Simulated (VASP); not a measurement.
LiH in VASP 6.6.1, single-point calculation

INCAR

```
EDIFF = 1E-7
ISIF = 2
LREAL = .FALSE.
LWAVE = .FALSE.
LASPH = .TRUE.
NBANDS = 9
LCHARG = .FALSE.
ISMEAR = 0
NELM = 81
IBRION = -1
SIGMA = 0.005
ENCUT = 520
NSW = 0
PREC = Accurate
GGA = PE
```

KPOINTS

```
KPOINTS created by Atomic Simulation Environment
0
Gamma
10 10 10
0 0 0
```

POSCAR

```
Li H
 1.0000000000000000
     0.0000000000000000    2.1451220099000001    2.1781568887999998
     2.1451220099000001    0.0000000000000000    2.1781568887999998
     2.1451220099000001    2.1451220099000001    0.0000000000000000
 Li  H
   1   1
Cartesian
  0.0000000000000000  0.0000000000000000  0.0000000000000000
  1.0725610049500001  1.0725610049500001  1.0890784443999999
```

The recommended PBE PAW datasets give the neutral cell 4 valence electrons.

Command

```
mpirun -np 1 vasp_std
```

OSZICAR

```
N       E                     dE             d eps       ncg     rms          rms(c)
DAV:   1    -0.944150499539E+00   -0.94415E+00   -0.13646E+03  1836   0.386E+02
DAV:   2    -0.627730578709E+01   -0.53332E+01   -0.53047E+01  2534   0.575E+01
DAV:   3    -0.637236950660E+01   -0.95064E-01   -0.95025E-01  2308   0.657E+00
DAV:   4    -0.637287259199E+01   -0.50309E-03   -0.50304E-03  2520   0.459E-01
DAV:   5    -0.637287578221E+01   -0.31902E-05   -0.31902E-05  2237   0.279E-02    0.330E+00
DAV:   6    -0.610029557968E+01    0.27258E+00   -0.26406E-01  1937   0.143E+00    0.161E+00
DAV:   7    -0.602457169011E+01    0.75724E-01   -0.29504E-01  2080   0.172E+00    0.291E-01
DAV:   8    -0.603011711658E+01   -0.55454E-02   -0.11975E-02  2138   0.548E-01    0.527E-02
DAV:   9    -0.603007591516E+01    0.41201E-04   -0.24206E-04  2414   0.700E-02    0.930E-03
DAV:  10    -0.603007624868E+01   -0.33353E-06   -0.11878E-05  2275   0.233E-02    0.525E-03
DAV:  11    -0.603007564672E+01    0.60197E-06   -0.17710E-06  2630   0.397E-03    0.733E-04
DAV:  12    -0.603007548536E+01    0.16136E-06   -0.34911E-08  1518   0.135E-03    0.469E-04
DAV:  13    -0.603007547145E+01    0.13906E-07   -0.75560E-09  1042   0.433E-04
   1 F= -.60300755E+01 E0= -.60300755E+01  d E =0.000000E+00
```

From OUTCAR

```
k-points           NKPTS =    102   k-points in BZ     NKDIM =    102   number of bands    NBANDS=      9

   NELECT =       4.0000    total number of electrons

   dimension x,y,z NGX =    24 NGY =   24 NGZ =   24
   dimension x,y,z NGXF=    48 NGYF=   48 NGZF=   48

  energy-cutoff  :      520.00
  volume of cell :       20.05
      direct lattice vectors                 reciprocal lattice vectors
     0.000000000  2.145122010  2.178156889    -0.233086975  0.233086975  0.229551876
     2.145122010  0.000000000  2.178156889     0.233086975 -0.233086975  0.229551876
     2.145122010  2.145122010  0.000000000     0.233086975  0.233086975 -0.229551876

 k-points in reciprocal lattice and weights: KPOINTS created by Atomic Simulation Env
   0.00000000  0.00000000  0.00000000       0.001
   0.10000000 -0.00000000  0.00000000       0.008
   0.20000000 -0.00000000  0.00000000       0.008
   0.30000000  0.00000000  0.00000000       0.008
   0.40000000  0.00000000  0.00000000       0.008
   0.50000000 -0.00000000  0.00000000       0.004
   0.10000000  0.10000000  0.00000000       0.002
   0.20000000  0.10000000  0.00000000       0.008
   ...

 E-fermi :  -1.5024

 k-point     1 :       0.0000    0.0000    0.0000
  band No.  band energies     occupation
      1     -45.0881      2.00000
      2      -5.3578      2.00000
      3      11.2280      0.00000
      4      15.4008      0.00000
      5      15.4199      0.00000
      6      15.4199      0.00000
      7      17.9675      0.00000
      8      17.9742      0.00000
      9      17.9742      0.00000

 k-point     2 :       0.1000   -0.0000    0.0000
  band No.  band energies     occupation
      1     -45.0861      2.00000
      2      -5.2020      2.00000
      3      10.3088      0.00000
      4      14.1678      0.00000
      5      14.8382      0.00000
      6      14.8958      0.00000
      7      18.7688      0.00000
      8      18.7699      0.00000
      9      20.5238      0.00000

 k-point     3 :       0.2000   -0.0000    0.0000
  band No.  band energies     occupation
      1     -45.0809      2.00000
      2      -4.7427      2.00000
      3       7.8900      0.00000
      4      13.8379      0.00000
      5      14.0398      0.00000
      6      14.1512      0.00000
      7      19.3128      0.00000
      8      19.5594      0.00000
      9      21.2838      0.00000

 k-point     4 :       0.3000    0.0000    0.0000
  band No.  band energies     occupation
      1     -45.0743      2.00000
      2      -4.0205      2.00000
      3       5.3404      0.00000
      4      13.4426      0.00000
      5      13.6515      0.00000
      6      14.0507      0.00000
      7      18.2773      0.00000
      8      18.6394      0.00000
      9      20.5724      0.00000

 k-point     5 :       0.4000    0.0000    0.0000
  band No.  band energies     occupation
      1     -45.0690      2.00000
      2      -3.1904      2.00000
      3       3.3333      0.00000
      4      13.1512      0.00000
      5      13.4169      0.00000
      6      14.1827      0.00000
      7      17.3254      0.00000
      8      17.6507      0.00000
      9      20.5675      0.00000

 ...

  Total       -0.0656617     -0.0656617     -0.0958959      0.0000000      0.0000000      0.0000000
  in kB       -5.2480726     -5.2480726     -7.6645656      0.0000000      0.0000000      0.0000000
  external PRESSURE =      -6.0535703 kB  Pullay stress =       0.0000000 kB

 POSITION                                       TOTAL-FORCE (eV/Angst)
 -----------------------------------------------------------------------------------
      0.00000      0.00000      0.00000         0.000000      0.000000      0.000000
      1.07256      1.07256      1.08908        -0.000000     -0.000000      0.000000
 -----------------------------------------------------------------------------------
    total drift:                                0.000000      0.000000     -0.000000

  FREE ENERGIE OF THE ION-ELECTRON SYSTEM (eV)
  ---------------------------------------------------
  free  energy   TOTEN  =        -6.0300754714 eV

  energy  without entropy=       -6.0300754714  energy(sigma->0) =       -6.03007547
```

It converged. Results: gap between bands v and c on the k mesh 4.19 eV; least direct gap on the k mesh 5.23 eV; pressure -0.6 GPa. Band v is the last that the valence electrons fill when counted band by band, and c is the next.

For comparison, a separate PBE run of the intended cell, on usual settings and not on those above, gives a gap of 4.19 eV on its mesh and a pressure of -0.6 GPa.

The run above took about 12 s on one core of a shared host (Intel Xeon Platinum 8488C) and held 0.14 GiB at most.
